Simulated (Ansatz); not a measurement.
# Yb (P6_3/mmc) in Ansatz: equation of state

Aim: energy against volume of Yb in PBE, for its equilibrium volume and stiffness.

Program: Ansatz 0.2.0. These are calculated values, not measurements. Logs are shortened: lines on timing, memory, paths and dates and some standing lists are left out, and cuts for length are marked.

## (1) The structure

The structure is hexagonal, space group P6_3/mmc (No. 194). The conventional cell has a = 3.880 Å, b = 3.880 Å, c = 6.386 Å, α = 90.00°, β = 90.00°, γ = 120.00°. Yb (site symmetry -6m2) has 12 Yb at 3.88 to 3.90 Å as nearest neighbours.

This isn't the form of Yb at room conditions, which is fcc.

## (2) Equation of state, PBE, collinear spin, ferromagnetic start

Potentials or basis: all-electron LAPW, scalar-relativistic.

This step only gathers the single runs of the series.

Results:

- Equilibrium volume: 35.24 Å³/atom (rough: see the caveat)
- Bulk modulus at fixed shape and positions: 17.0 GPa (rough)

Energy against volume, from the lowest point:
| volume (Å³/atom) | energy (meV/atom) |
| --- | --- |
| 39.128 | 0.00 |
| 39.961 | 8.41 |
| 40.793 | 18.01 |
| 41.626 | 28.68 |
| 42.458 | 40.31 |
| 43.291 | 52.82 |
| 44.123 | 66.11 |

Caveat: the minimum lies outside the volumes run; the cell was scaled at fixed shape and fractional positions, which overstates the stiffness of a crystal with free parameters, most of all of layers and chains; the starting moments weren't kept. The state reached can hang on the start; a lower one may exist.
